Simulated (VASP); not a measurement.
A run of VASP 6.6.1 is set up as follows.

Contents of INCAR:

```
PREC     = Accurate       # precision mode
ENCUT    = 520            # plane-wave cutoff, eV
EDIFF    = 1E-6           # SCF threshold, eV
ISMEAR   = -1             # smearing method
SIGMA    = 0.05           # smearing width, eV
LREAL    = False          # projectors in reciprocal space
LASPH    = True           # aspherical terms in the spheres
NELM     = 60             # most SCF steps
ALGO     = Normal         # electronic algorithm
ISIF     = 2              # what is computed and relaxed
LWAVE    = False          # write WAVECAR
LCHARG   = False          # write CHGCAR
NBANDS   = 11             # bands
```

KPOINTS

```
Automatic mesh
0
Gamma
  12 12 12
```

The input POSCAR:

```
BN
1.0
    1.2511217832      0.7223354983      3.3729344033
   -1.2511217832      0.7223354983      3.3729344033
    0.0000000000     -1.4446709966      3.3729344033
N B
1 1
Direct
    0.6672382000      0.6672382000      0.6672382000
    0.0003288000      0.0003288000      0.0003288000
```

Contents of KPOINTS_OPT:

```
path GLB1,BZGX,QFP1Z,LP
20
line-mode
reciprocal
 0.0000000000  0.0000000000  0.0000000000  G
 0.5000000000  0.0000000000  0.0000000000  L

 0.5000000000  0.0000000000  0.0000000000  L
 0.5000000000  0.1972419765 -0.1972419765  B1

 0.8027580235  0.5000000000  0.1972419765  B
 0.5000000000  0.5000000000  0.5000000000  Z

 0.5000000000  0.5000000000  0.5000000000  Z
 0.0000000000  0.0000000000  0.0000000000  G

 0.0000000000  0.0000000000  0.0000000000  G
 0.3486209883  0.0000000000 -0.3486209883  X

 0.6513790117  0.3486209883  0.0000000000  Q
 0.5000000000  0.5000000000  0.0000000000  F

 0.5000000000  0.5000000000  0.0000000000  F
 0.6513790117  0.6513790117  0.1972419765  P1

 0.6513790117  0.6513790117  0.1972419765  P1
 0.5000000000  0.5000000000  0.5000000000  Z

 0.5000000000  0.0000000000  0.0000000000  L
 0.8027580235  0.3486209883  0.3486209883  P
```

Potentials or basis: VASP PAW LDA potentials, release 64 (N, B).

The run is started by

```sh
$ cat potpaw_LDA.64/N/POTCAR potpaw_LDA.64/B/POTCAR > POTCAR
$ mpirun -np 1 vasp_std > vasp.out
```

(1) Predict the pressure.

(2) What does it give for the band gap on the k mesh?

(3) What does it give for the band gap along the path?

Answers

(1) -3.8 GPa.

(2) 4.09 eV, indirect (least direct gap 4.55 eV).

(3) 4.03 eV, indirect (least direct gap 4.55 eV).
